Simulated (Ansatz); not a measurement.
**Te (omega type): how the settings move a single-point run**

How sensitive is a single-point run of Te (omega type) to its settings? A reference run comes first, then one run with altered input.

Program: Ansatz 0.2.0. Level of theory: reference: DFT, PBE, PAW with Ansatz's default frozen-core files, scalar-relativistic. These are calculated values, not measurements.

## (1) The starting structure

The structure is hexagonal, space group P6/mmm (No. 191). The conventional cell has a = 4.844 Å, b = 4.844 Å, c = 2.915 Å, α = 90.00°, β = 90.00°, γ = 120.00°. Te (site symmetry 6/mmm) has 14 Te at 2.91 to 3.15 Å as nearest neighbours. Te (site symmetry -6m2) is surrounded by 11 Te at 2.80 to 3.15 Å.

Coordinates:

```
CELL_PARAMETERS angstrom
4.84372 0.00000 0.00000
-2.42186 4.19478 0.00000
0.00000 0.00000 2.91458
ATOMIC_POSITIONS crystal
Te 0.00000 0.00000 0.00000
Te 0.33333 0.66667 0.50000
Te 0.66667 0.33333 0.50000
```

## (2) Baseline

input.yaml reads:

```yaml
crystal:
  lattice:
    - [4.8437152314, 0.0, 0.0]
    - [-2.4218576157, 4.194780439, 0.0]
    - [0.0, 0.0, 2.914584522]
  atoms:
    - { symbol: Te, position: [0.0, 0.0, 0.0] }
    - { symbol: Te, position: [0.3333333333, 0.6666666667, 0.5] }
    - { symbol: Te, position: [0.6666666667, 0.3333333333, 0.5] }
kpoints:
  mp_grid: { grid: [7, 7, 9] }
scf:
  occupations: { method: fermi_dirac, width: 0.1 }
hamiltonian:
  xc: pbe
  pseudopotentials: { kind: paw }
output:
  forces: true
  stress: true
  eigenvalues: true
  populations: true
```

Command:

```sh
$ ansatz run input.yaml --threads 1 --pin off --max-ram 3072MiB --backend cpu --events-out ev --progress --plain --runs-dir out
```

## (3) Changing settings: accuracy high, xc_grid 2

input.yaml: that of step 2 with these lines changed.

```diff
@@ -21 +21,4 @@
   populations: true
+accuracy: high
+basis:
+  xc_grid: 2
```

Q: Predict the outcome of this session. Wanted: for each run, ending; energy change; pressure; gap; force.

**Answer**, as computed:

| run | ending | energy change | pressure (GPa) | gap (eV) | force (eV/Å) | cycles | time |
| --- | --- | --- | --- | --- | --- | --- | --- |
| reference | converged | 0 | 50.8 | 0.00 | 0.00 | 7 | 4.1 s |
| 1: accuracy high, xc_grid 2 | converged | 0.0 meV/atom | 50.8 | 0.00 | 0.00 | 9 | 5.3 s |

Residual by cycle in the longest SCF loop of each run; runs are numbered as in the table. The quantity is the density residual dr2, in eV.

| cycle | reference | run 1 |
| --- | --- | --- |
| 1 | 0.0163 | 0.0163 |
| 2 | 0.00594 | 0.00594 |
| 3 | 4.0e-4 | 4.0e-4 |
| 4 | 3.7e-5 | 3.7e-5 |
| 5 | 1.4e-6 | 1.4e-6 |
| 6 | 1.6e-7 | 1.7e-7 |
| 7 | 7.2e-9 | 7.5e-9 |
| 8 | - | 3.9e-10 |
| 9 | - | 4.0e-11 |

**Reading.** The changed input (accuracy level and numerical grids) leaves the energy the same to the digits printed. Semilocal functionals close small gaps, so the missing gap need not be the real solid's. The structure is not at rest: the sound run finds 51 GPa, so these are no properties of the relaxed crystal. 
